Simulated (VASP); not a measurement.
Here is a VASP 6.6.1 calculation.

The input INCAR:

```
SYSTEM = AlN
PREC = Accurate ; ENCUT = 520
EDIFF = 1E-6 ; ISMEAR = 0
SIGMA = 0.03 ; LREAL = .False.
LASPH = .True. ; NELM = 80
ALGO = Normal ; ISIF = 2
LWAVE = .False. ; LCHARG = .False.
METAGGA = R2SCAN ; LMIXTAU = .True.
NBANDS = 11
```

KPOINTS

```
regular mesh
0
Gamma
  10 10 10
  0 0 0
```

File POSCAR:

```
AlN                                     
1.0
    0.0000000000      2.1882972140      2.1882972140
    2.1882972140      0.0000000000      2.1882972140
    2.1882972140      2.1882972140      0.0000000000
  Al              N             
     1     1
Direct
     0.0000000000000000    0.0000000000000000    0.0000000000000000
     0.7500000000000000    0.7500000000000000    0.7500000000000000
```

The input KPOINTS_OPT:

```
explicit points
202
Reciprocal
 0.0000000000  0.0000000000  0.0000000000 1
 0.0555555556  0.0000000000  0.0555555556 1
 0.1111111111  0.0000000000  0.1111111111 1
 0.1666666667  0.0000000000  0.1666666667 1
 0.2222222222  0.0000000000  0.2222222222 1
 0.2777777778  0.0000000000  0.2777777778 1
[... 194 lines left out ...]
 0.5086025000  0.0172049900  0.5086025000 1
 0.4913975000 -0.0172049900  0.4913975000 1
```

Potentials or basis: VASP PAW PBE potentials, release 64 (Al, N).

Launch:

```bash
$ cat potpaw_PBE.64/Al/POTCAR potpaw_PBE.64/N/POTCAR > POTCAR
$ mpirun -np 1 vasp_std > vasp.out
```

Question: Predict the band gap along the path.

Answer: 3.94 eV, indirect (least direct gap 4.84 eV).

Question: Predict the band gap on the k mesh.

Answer: 3.94 eV, indirect (least direct gap 4.84 eV).

Question: Estimate the pressure.

Answer: -0.9 GPa.

Levels at the corners of the path, in eV from the valence-band top:
```
point  band 1  band 2  band 3  band 4  band 5  band 6  band 7  band 8  band 9
    Γ  -15.71    0.00    0.00    0.00    4.84   13.47   13.47   13.47   18.49
    X  -13.09   -4.93   -1.80   -1.80    3.94    9.45   15.12   16.88   16.88
    X  -13.09   -4.93   -1.80   -1.80    3.94    9.45   15.12   16.88   16.88
    W  -13.04   -3.77   -3.47   -2.66    6.70   12.32   12.82   13.22   18.42
    W  -13.04   -3.77   -3.47   -2.66    6.70   12.32   12.82   13.22   18.42
    K  -13.11   -4.27   -3.63   -1.39    5.82   10.98   14.16   15.13   16.26
    K  -13.11   -4.27   -3.63   -1.39    5.82   10.98   14.16   15.13   16.26
    Γ  -15.71    0.00    0.00    0.00    4.84   13.47   13.47   13.47   18.49
    Γ  -15.71    0.00    0.00    0.00    4.84   13.47   13.47   13.47   18.49
    L  -13.71   -5.87   -0.49   -0.49    8.16   10.78   11.91   11.91   19.25
    L  -13.71   -5.87   -0.49   -0.49    8.16   10.78   11.91   11.91   19.25
    U  -13.11   -4.27   -3.63   -1.39    5.82   10.98   14.16   15.13   16.26
    U  -13.11   -4.27   -3.63   -1.39    5.82   10.98   14.16   15.13   16.26
    W  -13.04   -3.77   -3.47   -2.66    6.70   12.32   12.82   13.22   18.42
    W  -13.04   -3.77   -3.47   -2.66    6.70   12.32   12.82   13.22   18.42
    L  -13.71   -5.87   -0.49   -0.49    8.16   10.78   11.91   11.91   19.25
    L  -13.71   -5.87   -0.49   -0.49    8.16   10.78   11.91   11.91   19.25
    K  -13.11   -4.27   -3.63   -1.39    5.82   10.98   14.16   15.13   16.26
    U  -13.11   -4.27   -3.63   -1.39    5.82   10.98   14.16   15.13   16.26
    X  -13.09   -4.93   -1.80   -1.80    3.94    9.45   15.12   16.88   16.88
```

Caveat: the PAW data sets were made with another functional, which shifts forces and pressure a little. r2SCAN opens gaps a little over a GGA but as a rule still falls short of measured ones.
